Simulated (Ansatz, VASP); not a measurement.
## One calculation of Lu, two programs

Contents of INCAR:

```
SYSTEM = Lu
PREC = Accurate ; ENCUT = 520
EDIFF = 1E-7 ; ISMEAR = -1
SIGMA = 0.05 ; LREAL = .FALSE.
LASPH = .TRUE. ; NELM = 80
ALGO = Normal ; ISIF = 2
LWAVE = .FALSE. ; LCHARG = .FALSE.
GGA = PE ; NBANDS = 32
```

KPOINTS

```
Automatic mesh
0
G
  9 9 5
  0 0 0
```

The input POSCAR:

```
Lu
1.0
    3.5031000000      0.0000000000      0.0000000000
   -1.7515500000      3.0337735920      0.0000000000
    0.0000000000      0.0000000000      5.5509000000
Lu
2
Direct
    0.6687240000      0.3340780000      0.7522110000
    0.3321500000      0.6592670000      0.2488660000
```

The input input.yaml:

```yaml
crystal:
  lattice:
    - [3.5031, 0.0, 0.0]
    - [-1.75155, 3.033773592, 0.0]
    - [0.0, 0.0, 5.5509]
  atoms:
    - { symbol: Lu, position: [0.668724, 0.334078, 0.752211] }
    - { symbol: Lu, position: [0.33215, 0.659267, 0.248866] }
hamiltonian:
  xc: pbe
  pseudopotentials: { kind: paw }
kpoints:
  mp_grid: { grid: [9, 9, 5] }
scf:
  occupations: { method: fermi_dirac, width: 0.05 }
output:
  forces: true
  stress: true
  eigenvalues: true
  write_density: true
  write_potential: true
  elf: true
  volumetric_format: npy
```

Change from the starting cell: atoms moved at random, drawn with an rms of 0.05 Å.

Alike in both runs: task single point; functional PBE; k mesh 9 × 9 × 5; occupations fermi-dirac, width 0.05 eV; no spin polarisation.

|  | VASP | Ansatz |
| --- | --- | --- |
| version | VASP 6.6.1 | Ansatz 0.2.0 |
| potentials or method | VASP PAW PBE potentials, release 64 (Lu) | Ansatz PAW |
| plane-wave cutoff (eV) | 520 | 420 |
| valence electrons in the cell | 50 | 50 |

|  | VASP | Ansatz | Ansatz less VASP |
| --- | --- | --- | --- |
| gap on the k mesh at the Fermi level (eV) | none | none | - |
| pressure (GPa) | -0.4 | -0.5 | -0.12 |
| largest component of the traceless stress (GPa) | 0.63 | 0.64 | +0.005 |
| rms of the force components (eV/Å) | 0.049 | 0.048 | -0.0004 |

Atom by atom the forces differ by 0.000 eV/Å (rms over components). A gap of «none» marks a metal or a gap that the smearing closes.

Spin-orbit coupling is left out, which matters for the levels of Lu.
